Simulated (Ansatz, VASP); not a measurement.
## One calculation of Ti, two programs

```
Ti
1.0
    -1.33569    1.33569    1.33569
     1.33569   -1.33569    1.33569
     1.33569    1.33569   -1.33569
Ti
1
Cartesian
  0.0000 0.0000 0.0000
```

Change from the starting cell: volume scaled by 0.6, PAW files.

Alike in both runs: task single point; functional LDA; k mesh 19 × 19 × 19; occupations fermi-dirac, width 0.08 eV; no spin polarisation.

|  | VASP | Ansatz |
| --- | --- | --- |
| version | VASP 6.6.1 | Ansatz 0.2.0 |
| potentials or method | VASP PAW LDA potentials, release 64 (Ti_sv) | PAW with Ansatz's default frozen-core files, scalar-relativistic |
| plane-wave cutoff (eV) | 520 | 420 |
| valence electrons in the cell | 12 | 12 |

```csv
,VASP,Ansatz,Ansatz less VASP
pressure (GPa),127.7,126.7,-1.01
```

Caveats: the cell as given lies far from equilibrium; so large a pressure means that the cell lies far from this level's equilibrium, or that cutoff or potentials fall short (VASP).
